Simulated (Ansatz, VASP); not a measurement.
# InSb: VASP beside Ansatz

Aim: how closely do two programs agree when they are given the same cell, functional and k mesh? The cell is taken from a series of runs on this material, whose earlier steps may have relaxed, scaled, displaced or heated it; both programs get it as it stands. Valence electrons are named where the data sets of a main pair hold unlike numbers.

Method: plane waves, with VASP 6.6.1 beside it; single point at RPBE, in Ansatz 0.2.0.

**1. Starting point**

The cell holds 16 atoms: 8 Sb and 8 In. Cell: a = 9.162 Å, b = 9.162 Å, c = 24.281 Å, α = 90.0°, β = 90.0°, γ = 120.0°. It derives from InSb. Vacuum lies along c.

Coordinates:

```
Sb In
1.0
     9.16156    0.00000    0.00000
    -4.58078    7.93414    0.00000
     0.00000    0.00000   24.28074
Sb In
8 8
Direct
  0.50000 0.00000 0.33360
  0.50000 0.50000 0.33360
  0.00000 0.00000 0.33360
  0.00000 0.50000 0.33360
  0.66667 0.83333 0.50150
  0.66667 0.33333 0.50150
  0.16667 0.83333 0.50150
  0.16667 0.33333 0.50150
  0.16667 0.83333 0.37211
  0.16667 0.33333 0.37211
  0.66667 0.83333 0.37211
  0.66667 0.33333 0.37211
  0.33333 0.66667 0.54022
  0.33333 0.16667 0.54022
  0.83333 0.66667 0.54022
  0.83333 0.16667 0.54022
```

**2. VASP: single point, RPBE**

A single point gives forces, pressure and levels at one fixed geometry, so differences don't come from the geometry; what else differs is listed under the comparison.

Lines of VASP's logs that name or quote its potential files are left out, and so is its time.

Input file INCAR:

```
SYSTEM = InSb
PREC = Accurate
ENCUT = 520
EDIFF = 1E-06
NELM = 100
ISMEAR = 0
SIGMA = 0.05
LREAL = .FALSE.
ALGO = Normal
GGA = RP
NBANDS = 138
LORBIT = 11
LWAVE = .FALSE.
LCHARG = .FALSE.
NCORE = 4
ISIF = 0
LDIPOL = .TRUE.
IDIPOL = 3
DIPOL = 0.5 0.5 0.437
LVHAR = .TRUE.
```

Input file POSCAR:

```
InSb
1.0
    9.1615582998      0.0000000000      0.0000000000
   -4.5807791499      7.9341422258      0.0000000000
    0.0000000000      0.0000000000     24.2807381423
Sb In
8 8
Direct
    0.5000000000      0.0000000000      0.3335977700
    0.5000000000      0.5000000000      0.3335977700
    0.0000000000      0.0000000000      0.3335977700
    0.0000000000      0.5000000000      0.3335977700
    0.6666666700      0.8333333300      0.5014997084
    0.6666666700      0.3333333300      0.5014997084
    0.1666666700      0.8333333300      0.5014997084
    0.1666666700      0.3333333300      0.5014997084
    0.1666666700      0.8333333300      0.3721076200
    0.1666666700      0.3333333300      0.3721076200
    0.6666666700      0.8333333300      0.3721076200
    0.6666666700      0.3333333300      0.3721076200
    0.3333333300      0.6666666700      0.5402165133
    0.3333333300      0.1666666700      0.5402165133
    0.8333333300      0.6666666700      0.5402165133
    0.8333333300      0.1666666700      0.5402165133
```

Input file KPOINTS:

```
Automatic mesh
0
Gamma
2 2 1
0 0 0
```

PAW data sets: Sb_d_GW and In_d_GW (PBE family, release 64).

Started as:

```console
$ mpirun -np 4 vasp_std
```

Numbers of over 12 decimals in the logs are rounded to 6 here.

Output:

```text
[banner, memory and clock lines left out]
running    4 mpi-ranks, on    1 nodes
 distrk:  each k-point on    4 cores,    1 groups
 distr:  one band on    4 cores,    1 groups

 POSCAR found type information on POSCAR SbIn
 POSCAR found :  2 types and      16 ions
|                                                                             |
|               ----> ADVICE to this user running VASP <----                  |
|                                                                             |
|     You enforced a specific xc type in the INCAR file but a different       |
|     [... a line on the potential file left out ...]
|     I HOPE YOU KNOW WHAT YOU ARE DOING!                                     |
|                                                                             |

 LDA part: xc-table for (Slater+PW92), standard interpolation
 POSCAR, INCAR and KPOINTS ok, starting setup
 FFT: planning ... GRIDC
 FFT: planning ... GRID_SOFT
 FFT: planning ... GRID
 WAVECAR not read
 entering main loop
       N       E                     dE             d eps       ncg     rms          rms(c)
DAV:   1     0.429335983884E+04    0.42934E+04   -0.62189E+04   840   0.996E+03
DAV:   2     0.226182309070E+04   -0.20315E+04   -0.17854E+04   608   0.256E+03
DAV:   3     0.830472670622E+03   -0.14314E+04   -0.13762E+04   900   0.803E+02
DAV:   4     0.256601884411E+03   -0.57387E+03   -0.54184E+03   908   0.953E+02
DAV:   5     0.445678030634E+02   -0.21203E+03   -0.20400E+03   988   0.658E+02    0.572E+01
DAV:   6    -0.277699758113E+02   -0.72338E+02   -0.74084E+02  1104   0.402E+02    0.162E+01
DAV:   7    -0.415030356628E+02   -0.13733E+02   -0.14612E+02   992   0.262E+02    0.133E+01
DAV:   8    -0.455187564515E+02   -0.40157E+01   -0.44630E+01  1104   0.892E+01    0.101E+01
DAV:   9    -0.458564779873E+02   -0.33772E+00   -0.45049E+00  1040   0.355E+01    0.943E+00
DAV:  10    -0.458701804330E+02   -0.13702E-01   -0.75969E-01  1104   0.900E+00    0.908E+00
DAV:  11    -0.457469988147E+02    0.12318E+00   -0.13267E-01  1008   0.489E+00    0.817E+00
DAV:  12    -0.455456751651E+02    0.20132E+00   -0.86981E-01   904   0.167E+01    0.981E+00
DAV:  13    -0.454833860645E+02    0.62289E-01   -0.49501E-01   888   0.109E+01    0.102E+01
DAV:  14    -0.454653705110E+02    0.18016E-01   -0.67679E-02  1024   0.372E+00    0.825E+00
[...]
DAV:  28    -0.454097901396E+02   -0.27354E-04   -0.18841E-06   472   0.248E-02    0.609E-03
DAV:  29    -0.454098204056E+02   -0.30266E-04   -0.27384E-06   480   0.301E-02    0.131E-02
DAV:  30    -0.454098285061E+02   -0.81005E-05   -0.81191E-07   416   0.234E-02    0.475E-03
DAV:  31    -0.454098387085E+02   -0.10202E-04   -0.16732E-06   440   0.143E-02    0.475E-03
DAV:  32    -0.454098447742E+02   -0.60657E-05   -0.61068E-07   424   0.206E-02    0.118E-02
DAV:  33    -0.454098515375E+02   -0.67633E-05   -0.44283E-07   424   0.179E-02    0.247E-03
DAV:  34    -0.454098552512E+02   -0.37137E-05   -0.10263E-06   440   0.685E-03    0.200E-03
DAV:  35    -0.454098552093E+02    0.41866E-07   -0.37370E-07   408   0.168E-02
   1 F= -.45409855E+02 E0= -.45399735E+02  d E =-.202410E-01
```

From OUTCAR (step 2):

```text
ion  position               nearest neighbor table
   1  0.500  0.000  0.334-  12 2.81   9 2.81  11 2.81
   2  0.500  0.500  0.334-  11 2.81  10 2.81  12 2.81
   3  0.000  0.000  0.334-  10 2.81  11 2.81   9 2.81
   4  0.000  0.500  0.334-   9 2.81  12 2.81  10 2.81
   5  0.667  0.833  0.501-  15 2.81  16 2.81  13 2.81  11 3.14
   6  0.667  0.333  0.501-  16 2.81  15 2.81  14 2.81  12 3.14
   7  0.167  0.833  0.501-  13 2.81  14 2.81  15 2.81   9 3.14
   8  0.167  0.333  0.501-  14 2.81  13 2.81  16 2.81  10 3.14
   9  0.167  0.833  0.372-   4 2.81   1 2.81   3 2.81   7 3.14
  10  0.167  0.333  0.372-   3 2.81   2 2.81   4 2.81   8 3.14
  11  0.667  0.833  0.372-   2 2.81   3 2.81   1 2.81   5 3.14
  12  0.667  0.333  0.372-   1 2.81   4 2.81   2 2.81   6 3.14
  13  0.333  0.667  0.540-   7 2.81   8 2.81   5 2.81
  14  0.333  0.167  0.540-   8 2.81   7 2.81   6 2.81
  15  0.833  0.667  0.540-   5 2.81   6 2.81   7 2.81
  16  0.833  0.167  0.540-   6 2.81   5 2.81   8 2.81

  LATTYP: Found a hexagonal cell.
 ALAT       =     9.1615582998
 C/A-ratio  =     2.6502847384

 Subroutine GETGRP returns: Found  6 space group operations
 (whereof  6 operations were pure point group operations)

The static configuration has the point symmetry C_3v.

 Found      2 irreducible k-points:

   k-points           NKPTS =      2   k-points in BZ     NKDIM =      2   number of bands    NBANDS=    138

   dimension x,y,z NGX =    70 NGY =   70 NGZ =  192
   dimension x,y,z NGXF=   140 NGYF=  140 NGZF=  384

   ENCUT  =  520.0 eV  38.22 Ry    6.18 a.u.  17.03 17.03 45.15*2*pi/ulx,y,z

   NELECT =     224.0000    total number of electrons

 k-points in reciprocal lattice and weights: Automatic mesh
   0.00000000  0.00000000  0.00000000       0.250
   0.50000000 -0.00000000  0.00000000       0.750

 dipolmoment           0.000000      0.000000     -0.682451 electrons x Angstroem

 average (electrostatic) potential at core
       1 -87.3409       2 -87.3409       3 -87.3409       4 -87.3409       5 -88.2749
       6 -88.2749       7 -88.2749       8 -88.2749       9 -80.1846      10 -80.1846
      11 -80.1846      12 -80.1846      13 -81.0082      14 -81.0082      15 -81.0082
      16 -81.0082

 E-fermi :  -1.5519

 k-point     1 :       0.0000    0.0000    0.0000
  band No.  band energies     occupation
    ...
    108      -2.6247      2.00000
    109      -2.5468      2.00000
    110      -2.5468      2.00000
    111      -1.5868      1.67734
    112      -1.5868      1.67733
    113      -1.3981      0.00001
    114      -1.3981      0.00001
    115      -1.3981      0.00001
    116      -1.2797      0.00000
    117      -0.7186      0.00000
    ...

 k-point     2 :       0.5000   -0.0000    0.0000
  band No.  band energies     occupation
    ...
    108      -2.6240      2.00000
    109      -2.2670      2.00000
    110      -2.2670      2.00000
    111      -2.1018      2.00000
    112      -2.1018      2.00000
    113      -1.4950      0.10755
    114      -1.4950      0.10755
    115      -1.0779      0.00000
    116      -1.0779      0.00000
    117       0.0479      0.00000
    ...

  energy-cutoff  :      520.00
  volume of cell :     1764.95
      direct lattice vectors                 reciprocal lattice vectors
     9.161558300  0.000000000  0.000000000     0.109151737  0.063018785  0.000000000
    -4.580779150  7.934142226  0.000000000     0.000000000  0.126037569  0.000000000
     0.000000000  0.000000000 24.280738142     0.000000000  0.000000000  0.041184909

 POSITION                                       TOTAL-FORCE (eV/Angst)
 -----------------------------------------------------------------------------------
      4.58078      0.00000      8.10000        -0.000000     -0.000000     -0.097591
      2.29039      3.96707      8.10000        -0.000000      0.000000     -0.097591
      0.00000      0.00000      8.10000        -0.000000      0.000000     -0.097591
     -2.29039      3.96707      8.10000        -0.000000      0.000000     -0.097591
      2.29039      6.61179     12.17678        -0.000000      0.000000      0.048238
      4.58078      2.64471     12.17678        -0.000000     -0.000000      0.048238
     -2.29039      6.61179     12.17678        -0.000000      0.000000      0.048238
      0.00000      2.64471     12.17678        -0.000000     -0.000000      0.048238
     -2.29039      6.61179      9.03505         0.000000     -0.000000      0.088937
      0.00000      2.64471      9.03505         0.000000     -0.000000      0.088937
      2.29039      6.61179      9.03505         0.000000     -0.000000      0.088937
      4.58078      2.64471      9.03505        -0.000000      0.000000      0.088937
     -0.00000      5.28943     13.11686         0.000000      0.000000     -0.039584
      2.29039      1.32236     13.11686        -0.000000      0.000000     -0.039584
      4.58078      5.28943     13.11686         0.000000      0.000000     -0.039584
      6.87117      1.32236     13.11686         0.000000     -0.000000     -0.039584
 -----------------------------------------------------------------------------------
    total drift:                               -0.000066      0.000038     -0.012177

  FREE ENERGIE OF THE ION-ELECTRON SYSTEM (eV)
  ---------------------------------------------------
  free  energy   TOTEN  =       -45.4098552093 eV

  energy  without entropy=      -45.3896141620  energy(sigma->0) =      -45.39973469

 vacuum level on the upper side and lower side of the slab         1.487         3.186

 total charge
# of ion       s       p       d       f       tot
--------------------------------------------------
    1        1.278   1.498   9.964   0.005  12.745
    2        1.278   1.498   9.964   0.005  12.745
    3        1.278   1.498   9.964   0.005  12.745
    4        1.278   1.498   9.964   0.005  12.745
    5        1.275   1.507   9.970   0.005  12.758
    6        1.275   1.507   9.970   0.005  12.758
    7        1.275   1.507   9.970   0.005  12.758
    8        1.275   1.507   9.970   0.005  12.758
    9        0.854   0.601   9.862   0.009  11.327
   10        0.854   0.601   9.862   0.009  11.327
   11        0.854   0.601   9.862   0.009  11.327
   12        0.854   0.601   9.862   0.009  11.327
   13        0.901   0.559   9.857   0.008  11.324
   14        0.901   0.559   9.857   0.008  11.324
   15        0.901   0.559   9.857   0.008  11.324
   16        0.901   0.559   9.857   0.008  11.324
--------------------------------------------------
tot         17.236  16.662 158.612   0.106 192.617
```

The gap is read on the k-mesh alone, so it is an upper bound where the band edges lie off the mesh. The gap is under twice the smearing width, so the edge states are partly filled and the run can't tell a small gap from a semimetal. The PAW data sets were made with PBE, which is usual practice but a small mismatch for other functionals.

[end of part 1 of 2]

[Lines on the potential files, build, host, timing and source positions are cut from VASP's logs without a mark.]

[Logs are printed without paths, hosts, clocks, repeated set-up lines and the standing remarks that a program may print on its own settings, such as how far it seeks lower states.]

[Hosts, paths, dates, database ids (printed as entryN), source tags and the programs' standing remarks are cut or masked in the printed files.]
